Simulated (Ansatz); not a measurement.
# Cs (Fm-3m) in Ansatz: further runs

One crystal, Cs, is run at these levels: LDA; tasks: single point, equation of state.

Everything below comes from runs of Ansatz 0.2.0. Logs are shortened: lines on timing, memory, paths and dates and some standing lists are left out, and cuts for length are marked.

## 1. The crystal as given

It takes space group Fm-3m (No. 225, cubic). The conventional cell has a = 7.897 Å, b = 7.897 Å, c = 7.897 Å, α = 90.00°, β = 90.00°, γ = 90.00°.

This isn't the form of Cs at room conditions, which is bcc.

## 2. Single point, LDA, 115.72 Å³/atom (volume scaled by 0.94)

input.yaml

```yaml
crystal:
  lattice:
    - [0.0, 3.8677348434, 3.8677348434]
    - [3.8677348434, 0.0, 3.8677348434]
    - [3.8677348434, 3.8677348434, 0.0]
  atoms:
    - { symbol: Cs, position: [0.0, 0.0, 0.0] }
hamiltonian:
  xc: lda
  pseudopotentials: { kind: paw }
kpoints:
  mp_grid: { grid: [6, 6, 6] }
scf:
  occupations: { method: fermi_dirac, width: 0.05 }
output:
  forces: true
  stress: true
  eigenvalues: true
```

Potentials or basis: Ansatz PAW.

Run with:

```bash
> ansatz run input.yaml --threads 2 --pin off --max-ram 5632MiB --backend cpu --events-out ev --progress --plain --runs-dir out
```

Standard output:

```text
Warning: RAYON_NUM_THREADS=2 ignored (pool sized by the plan → 2); use --threads N
Engine: ansatz 0.2.0, x86_64-unknown-linux-gnu
Pseudopotentials: kind: paw
Pseudopotential: Cs, paw, valence charge 9, recommended cutoff 420 eV (normal), Cs.paw.azcp
Functional definition: SPW92
  exchange = slater_x
  correlation = pw_c
Crystal: 1 atoms, lattice volume = 115.718 Å³
Basis set: ecut = 420 eV, 2229 PW (Γ)
Bands: 9, of which v1, the nominal top of the filled ones, is band 5 counted from 1 (4 counted from 0)
Symmetry: 48 space group operations
Space group: Fm-3m (ITA 225), of the structure as read, at distance tolerance 4.9e-5 Å
k-points: 16 of 216
Non-local potential: Cs, projectors of the file, l = 0: 3, l = 1: 2, l = 2: 2, l = 3: 2
PAW form: soft (Blöchl's): semilocal exchange-correlation on the pseudo side does not see the compensation charge
PAW frozen core: Cs, regenerated for the run's functional, and the local potential with it (the file was generated under x = pbe(κ = 0.804, μ = 0.2195149727645171), c = pbe(β = 0.06672455060314922))
PAW one-centre angular grid: Cs, 194 points (default); XC on 64 Gauss nodes
Initial density: superposition of atomic densities (neutral atoms: chi_scale 0, normalization atom), corrected by the library's trained network
Initial wavefunctions: pseudopotential atomic-orbital guess
Functional: x = slater, c = lda
SCF iter   1: F=—  HF=-5504.839375 eV  |F-HF|=—  |Δ(HF+E_count)|=         —  Δρ=1.78e-3  dr2=2.17e-3  ethr=1.77e-3  ⟨swp⟩=6.0  Hψ=1193  notcnv=0
preconditioner: auto → none  [insulator: Δε(μ)=0.146 eV  Ē_g=2.601 eV  σ=0.050 eV  W_gap=0.56  n_scr=14 (ndim 8)  ℏωp=3.5 eV  f_vac=0.000  D(μ)=1.83/eV (n_scr^D=14)  ε∞_Penn≈2.8]
SCF iter   2: F=—  HF=-5504.838684 eV  |F-HF|=—  |Δ(HF+E_count)|=   6.91e-4  Δρ=8.04e-4  dr2=3.90e-4  ethr=2.41e-5  ⟨swp⟩=2.2  Hψ=345  notcnv=0
SCF iter   3: F=—  HF=-5504.838726 eV  |F-HF|=—  |Δ(HF+E_count)|=   4.23e-5  Δρ=1.03e-4  dr2=1.29e-5  ethr=4.34e-6  ⟨swp⟩=2.6  Hψ=218  notcnv=0
SCF iter   4: F=—  HF=-5504.838731 eV  |F-HF|=—  |Δ(HF+E_count)|=   4.59e-6  Δρ=2.73e-5  dr2=1.20e-6  ethr=1.43e-7  ⟨swp⟩=2.3  Hψ=221  notcnv=0
iter 5 did not close the SCF: its close was put off for the readings that it lacked (scf_convergence_deferred on its scf_iter line)
SCF iter   5: F=-5504.838730 eV  HF=-5504.838730 eV  |F-HF|=2.21e-8  |Δ(HF+E_count)|=   5.44e-7  Δρ=5.01e-6  dr2=4.86e-8  ethr=1.33e-8  ⟨swp⟩=2.1  Hψ=208  notcnv=0
SCF iter   6: F=-5504.838730 eV  HF=-5504.838730 eV  |F-HF|=6.73e-11  |Δ(HF+E_count)|=   1.25e-8  Δρ=2.66e-7  dr2=1.81e-10  ethr=5.40e-10  ⟨swp⟩=3.6  Hψ=650  notcnv=0
SCF 1 converged in 6 iterations: F = -5504.838730 eV  dr2 = 1.81e-10
SCF converged after 6 iterations
Free energy (F): -5504.838730 eV
Harris-Foulkes:  -5504.838730 eV  (|F-HF|=6.73e-11)
Internal energy: -5504.823910 eV  (E = F + TS)
E sigma→0 (E₀):  -5504.831320 eV
Entropy (-TS):   -0.014820 eV (-14.820 meV/atom)
Fermi energy:    1.949375 eV
--- Per-component energies (eV) ---
  E_band       = -94.327412
  E_kinetic    = 140.870729
  E_local      = -397.628778  (includes V_loc(G=0)·N_el)
  E_nonlocal   = 32.693110
  E_hartree    = 138.720552
  E_xc         = -171.107252
  E_vxc        = -124.391239  (∫ρ·V_xc dr)
  E_paw        = -4902.984987  (= ΣΔE_a)
  E_vpaw       = -23.312085  (= ΣTr[D̂ρ^β])
  E_aug_tail   = -0.000001  (compensation charges beyond the density's cutoff)
  E_ewald      = -345.657838
  E_core_change = 0.270556  (= ΣΔE_core)
  E_smearing   = -0.014820  (= −TS)
  E_closure    = 0.000000  (closes the sum)
  Σ components = -5504.838730   (vs F -5504.838730, Δ=0.00e0)
--- Forces (eV/Å), atoms counted from 1 ---
  atom   1  Cs    -0.00000000     0.00000000    -0.00000000
  max |Σ_I F_I| component: 2.55e-31 eV/Å
--- Stress (GPa, compression-positive) ---
       -0.310597      -0.000000      -0.000000
        0.000000      -0.310597      -0.000000
       -0.000000      -0.000000      -0.310597
  P = ⅓ Tr σ = -0.3106 GPa (-3.106 kbar)
--- Band table (eV; the first three rows and the last of 16) ---
  k-point 0: bands = ["-21.9248", "-8.5919", "-8.5919", "-8.5919", "0.2904", "4.3693", "4.3693", "4.3693", "5.4372"]
  k-point 1: bands = ["-21.9234", "-8.6269", "-8.5966", "-8.5966", "0.5751", "3.9276", "4.4687", "4.4687", "5.2771"]
  k-point 2: bands = ["-21.9204", "-8.6949", "-8.6060", "-8.6060", "1.3059", "3.2549", "4.3616", "4.3616", "5.6450"]
  k-point 15: bands = ["-21.9170", "-8.7006", "-8.6615", "-8.6427", "2.5908", "3.0894", "3.2979", "4.3201", "6.1627"]
```

It took 1.1 s on 2 threads of AMD EPYC 7R43 (Zen 3), shared host; peak memory 0.38 GiB.

What came out:

* Free energy: -5504.8387 eV
* Pressure: -0.3 GPa
* Band gap on the k mesh: none (metal or under the smearing width)

Caveat: the PAW data sets come from PBE, with cores solved anew for the run's functional, which leaves a small shift of forces and pressure.

## 3. Single point, LDA, 118.18 Å³/atom (volume scaled by 0.96)

input.yaml, as its differences from that of step 2:

```diff
@@ -2,5 +2,5 @@
   lattice:
-    - [0.0, 3.8677348434, 3.8677348434]
-    - [3.8677348434, 0.0, 3.8677348434]
-    - [3.8677348434, 3.8677348434, 0.0]
+    - [0.0, 3.8949733102, 3.8949733102]
+    - [3.8949733102, 0.0, 3.8949733102]
+    - [3.8949733102, 3.8949733102, 0.0]
   atoms:
```

Potentials or basis: Ansatz PAW.

Run with:

```bash
> ansatz run input.yaml --threads 2 --pin off --max-ram 5632MiB --backend cpu --events-out ev --progress --plain --runs-dir out
```

Run time: 1.1 s. Hardware: 2 threads of AMD EPYC 7R43 (Zen 3), shared host; peak memory 0.36 GiB.

It converged, with:

- Free energy: -5504.8337 eV
- Pressure: -0.3 GPa
- Band gap on the k mesh: none (metal or under the smearing width)

Caveat: the PAW data sets come from PBE, with cores solved anew for the run's functional, which leaves a small shift of forces and pressure.

## 4. Single point, LDA, 120.64 Å³/atom (volume scaled by 0.98)

input.yaml, as its differences from that of step 3:

```diff
@@ -2,5 +2,5 @@
   lattice:
-    - [0.0, 3.8949733102, 3.8949733102]
-    - [3.8949733102, 0.0, 3.8949733102]
-    - [3.8949733102, 3.8949733102, 0.0]
+    - [0.0, 3.921836044, 3.921836044]
+    - [3.921836044, 0.0, 3.921836044]
+    - [3.921836044, 3.921836044, 0.0]
   atoms:
```

Run with:

```bash
> ansatz run input.yaml --threads 2 --pin off --max-ram 5632MiB --backend cpu --events-out ev --progress --plain --runs-dir out
```

Wall time 1.1 s (2 threads of AMD EPYC 7R43 (Zen 3), shared host); peak memory 0.37 GiB.

Results (log left out):

| Item | Value |
| --- | --- |
| Free energy | -5504.8284 eV |
| Pressure | -0.4 GPa |
| Band gap on the k mesh | none (metal or under the smearing width) |

Caveat: the PAW data sets come from PBE, with cores solved anew for the run's functional, which leaves a small shift of forces and pressure.

## 5. Single point, LDA, 123.10 Å³/atom

input.yaml

```yaml
crystal:
  lattice:
    - [0.0, 3.94833574, 3.94833574]
    - [3.94833574, 0.0, 3.94833574]
    - [3.94833574, 3.94833574, 0.0]
  atoms:
    - { symbol: Cs, position: [0.0, 0.0, 0.0] }
hamiltonian:
  xc: lda
  pseudopotentials: { kind: paw }
kpoints:
  mp_grid: { grid: [6, 6, 6] }
scf:
  occupations: { method: fermi_dirac, width: 0.05 }
output:
  forces: true
  stress: true
  eigenvalues: true
  write_density: true
  write_potential: true
  elf: true
  volumetric_format: npy
```

Run with:

```bash
> ansatz run input.yaml --threads 2 --pin off --max-ram 5632MiB --backend cpu --events-out ev --progress --plain --runs-dir out
```

Wall time 1.9 s (2 threads of AMD EPYC 7R43 (Zen 3), shared host); peak memory 0.37 GiB.

It converged, with:

| Property | Result |
| --- | --- |
| Free energy | -5504.8227 eV |
| Pressure | -0.4 GPa |
| Band gap on the k mesh | none (metal or under the smearing width) |

Caveat: the PAW data sets come from PBE, with cores solved anew for the run's functional, which leaves a small shift of forces and pressure.

## 6. Single point, LDA, 125.57 Å³/atom (volume scaled by 1.02)

input.yaml

```yaml
crystal:
  lattice:
    - [0.0, 3.9744844209, 3.9744844209]
    - [3.9744844209, 0.0, 3.9744844209]
    - [3.9744844209, 3.9744844209, 0.0]
  atoms:
    - { symbol: Cs, position: [0.0, 0.0, 0.0] }
hamiltonian:
  xc: lda
  pseudopotentials: { kind: paw }
kpoints:
  mp_grid: { grid: [6, 6, 6] }
scf:
  occupations: { method: fermi_dirac, width: 0.05 }
output:
  forces: true
  stress: true
  eigenvalues: true
```

Potentials or basis: Ansatz PAW.

Run with:

```bash
> ansatz run input.yaml --threads 2 --pin off --max-ram 5632MiB --backend cpu --events-out ev --progress --plain --runs-dir out
```

It took 1.4 s on 2 threads of AMD EPYC 7R43 (Zen 3), shared host; peak memory 0.38 GiB.

It converged, with:

| Property | Result |
| --- | --- |
| Free energy | -5504.8166 eV |
| Pressure | -0.4 GPa |
| Band gap on the k mesh | none (metal or under the smearing width) |

Caveat: the PAW data sets come from PBE, with cores solved anew for the run's functional, which leaves a small shift of forces and pressure.

## 7. Single point, LDA, 128.03 Å³/atom (volume scaled by 1.04)

input.yaml, as its differences from that of step 6:

```diff
@@ -2,5 +2,5 @@
   lattice:
-    - [0.0, 3.9744844209, 3.9744844209]
-    - [3.9744844209, 0.0, 3.9744844209]
-    - [3.9744844209, 3.9744844209, 0.0]
+    - [0.0, 4.0002934844, 4.0002934844]
+    - [4.0002934844, 0.0, 4.0002934844]
+    - [4.0002934844, 4.0002934844, 0.0]
   atoms:
```

Run with:

```bash
> ansatz run input.yaml --threads 2 --pin off --max-ram 5632MiB --backend cpu --events-out ev --progress --plain --runs-dir out
```

Run time: 1.1 s. Hardware: 2 threads of AMD EPYC 7R43 (Zen 3), shared host; peak memory 0.35 GiB.

It converged, with:

* Free energy: -5504.8104 eV
* Pressure: -0.4 GPa
* Band gap on the k mesh: none (metal or under the smearing width)

Caveat: the PAW data sets come from PBE, with cores solved anew for the run's functional, which leaves a small shift of forces and pressure.

## 8. Single point, LDA, 130.49 Å³/atom (volume scaled by 1.06)

input.yaml

```yaml
crystal:
  lattice:
    - [0.0, 4.0257737477, 4.0257737477]
    - [4.0257737477, 0.0, 4.0257737477]
    - [4.0257737477, 4.0257737477, 0.0]
  atoms:
    - { symbol: Cs, position: [0.0, 0.0, 0.0] }
hamiltonian:
  xc: lda
  pseudopotentials: { kind: paw }
kpoints:
  mp_grid: { grid: [6, 6, 6] }
scf:
  occupations: { method: fermi_dirac, width: 0.05 }
output:
  forces: true
  stress: true
  eigenvalues: true
  write_density: true
  write_potential: true
  elf: true
  volumetric_format: npy
```

Run with:

```bash
> ansatz run input.yaml --threads 2 --pin off --max-ram 5632MiB --backend cpu --events-out ev --progress --plain --runs-dir out
```

Wall time 1.5 s (2 threads of AMD EPYC 7R43 (Zen 3), shared host); peak memory 0.39 GiB.

The run converged. Its results:

* Free energy: -5504.8038 eV
* Pressure: -0.4 GPa
* Band gap on the k mesh: none (metal or under the smearing width)

Caveat: the PAW data sets come from PBE, with cores solved anew for the run's functional, which leaves a small shift of forces and pressure.

## 9. Equation of state, LDA

Potentials or basis: Ansatz PAW.

This step only gathers the single runs of the series.

Results:

- Equilibrium volume: outside the volumes run

Energy against volume, from the lowest point:
| volume (Å³/atom) | energy (meV/atom) |
| --- | --- |
| 115.718 | 0.00 |
| 118.180 | 4.98 |
| 120.642 | 10.35 |
| 123.104 | 16.07 |
| 125.566 | 22.09 |
| 128.028 | 28.38 |
| 130.490 | 34.91 |
